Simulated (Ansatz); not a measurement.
Molecular dynamics on a 2×2×2 supercell (16 atoms) of KBr (Fm-3m), relaxed with r2SCAN. Forces come from PBE in Ansatz 0.2.0: Langevin thermostat and barostat (NPT), 1000 K, steps of 1.5 fs. Spin polarisation is off, nuclei are classical, and the run is far too short for thermal averages.

```yaml
crystal:
  lattice:
    - [0.0, 6.6048773656, 6.6048773656]
    - [6.6048773656, 0.0, 6.6048773656]
    - [6.6048773656, 6.6048773656, 0.0]
  atoms:
    - { symbol: K, position: [0.0, 0.0, 0.0] }
    - { symbol: Br, position: [0.25, 0.25, 0.25] }
    - { symbol: K, position: [0.0, 0.0, 0.5] }
    - { symbol: Br, position: [0.25, 0.25, 0.75] }
    - { symbol: K, position: [0.0, 0.5, 0.0] }
    - { symbol: Br, position: [0.25, 0.75, 0.25] }
    - { symbol: K, position: [0.0, 0.5, 0.5] }
    - { symbol: Br, position: [0.25, 0.75, 0.75] }
    - { symbol: K, position: [0.5, 0.0, 0.0] }
    - { symbol: Br, position: [0.75, 0.25, 0.25] }
    - { symbol: K, position: [0.5, 0.0, 0.5] }
    - { symbol: Br, position: [0.75, 0.25, 0.75] }
    - { symbol: K, position: [0.5, 0.5, 0.0] }
    - { symbol: Br, position: [0.75, 0.75, 0.25] }
    - { symbol: K, position: [0.5, 0.5, 0.5] }
    - { symbol: Br, position: [0.75, 0.75, 0.75] }
kpoints:
  mp_grid: { grid: [2, 2, 2] }
hamiltonian:
  xc: pbe
scf:
  occupations: { method: fermi_dirac, width: 0.086 }
md:
  ensemble: npt_langevin
  temperature: 1000
  timestep: 1.5
  n_steps: 20
  initial_velocities: maxwell_boltzmann
  seed: 9484
```

Command: `ansatz run input.yaml --threads 4 --pin off --max-ram 3686MiB --backend cpu --events-out ev --progress --plain --runs-dir out`. It took 78 s on 4 threads of Arm Neoverse V2, with other jobs on the host, load about 0.7 per core; peak host memory 1.6 GiB.

Problem. How do temperature and energy develop?

Solution. The temperature starts at 938 K, is lowest at step 9 (757 K, 13.5 fs) and ends at 926 K.

| step | t (fs) | T (K) | free energy F from step 0 (meV/atom) | kinetic energy (meV/atom) | pressure (GPa) | volume (Å³/atom) | largest force (eV/Å) |
| --- | --- | --- | --- | --- | --- | --- | --- |
| 0 | 0 | 938 | 0.0 | 121.2 | 1.04 | 36.02 | 0.00 |
| 1 | 1.5 | 896 | 0.1 | 115.8 | 1.03 | 36.02 | 0.03 |
| 2 | 3 | 948 | 0.3 | 122.6 | 1.05 | 36.02 | 0.05 |
| 3 | 4.5 | 901 | 0.6 | 116.4 | 1.04 | 36.01 | 0.08 |
| 4 | 6 | 813 | 1.1 | 105.1 | 1.01 | 36.02 | 0.10 |
| 5 | 7.5 | 822 | 1.5 | 106.3 | 1.01 | 36.03 | 0.13 |
| 6 | 9 | 801 | 2.2 | 103.6 | 1.01 | 36.03 | 0.15 |
| 7 | 10.5 | 782 | 2.8 | 101.1 | 1.01 | 36.03 | 0.17 |
| 8 | 12 | 782 | 3.6 | 101.1 | 1.01 | 36.04 | 0.18 |
| 9 | 13.5 | 757 | 4.4 | 97.8 | 1.01 | 36.05 | 0.20 |
| 10 | 15 | 816 | 5.3 | 105.5 | 1.03 | 36.06 | 0.22 |
| 11 | 16.5 | 834 | 6.3 | 107.8 | 1.05 | 36.07 | 0.23 |
| 12 | 18 | 789 | 7.3 | 102.0 | 1.03 | 36.09 | 0.25 |
| 13 | 19.5 | 847 | 8.5 | 109.5 | 1.06 | 36.09 | 0.26 |
| 14 | 21 | 950 | 9.9 | 122.8 | 1.12 | 36.09 | 0.27 |
| 15 | 22.5 | 982 | 11.4 | 126.9 | 1.14 | 36.10 | 0.29 |
| 16 | 24 | 1016 | 13.0 | 131.3 | 1.17 | 36.10 | 0.30 |
| 17 | 25.5 | 948 | 14.7 | 122.5 | 1.16 | 36.10 | 0.32 |
| 18 | 27 | 943 | 16.6 | 121.9 | 1.18 | 36.10 | 0.34 |
| 19 | 28.5 | 921 | 18.5 | 119.0 | 1.19 | 36.10 | 0.36 |
| 20 | 30 | 926 | 20.4 | 119.7 | 1.22 | 36.10 | 0.38 |

Positions (Å) and forces (eV/Å) at step 20:
```
cell (Å): 0.000 6.610 6.610; 6.610 0.000 6.610; 6.610 6.610 0.000
K    0.134   0.120  -0.011    -0.155  -0.221  -0.049
Br   3.188   3.287   3.383     0.110   0.004  -0.093
K    3.339   3.215  -0.026     0.004   0.286   0.205
Br   6.490   6.534   3.213     0.274  -0.048   0.039
K    3.319   0.049   3.173    -0.023  -0.033   0.218
Br   6.749   3.419   6.583    -0.152  -0.213  -0.086
K    6.597   3.079   3.226    -0.075   0.364   0.024
Br   9.938   6.694   6.703     0.220  -0.009  -0.114
K   -0.088   3.167   3.158     0.082   0.138   0.261
Br   3.487   6.636   6.515    -0.139  -0.103   0.297
K    3.340   6.731   3.434    -0.035  -0.164  -0.335
Br   6.474   9.781   6.589     0.306   0.216  -0.050
K    3.446   3.375   6.614    -0.174  -0.095   0.024
Br   6.735   6.577   9.893    -0.184  -0.172   0.092
K    6.787   6.592   6.634    -0.062   0.060  -0.134
Br   9.875  10.017  10.052     0.003  -0.010  -0.298
```
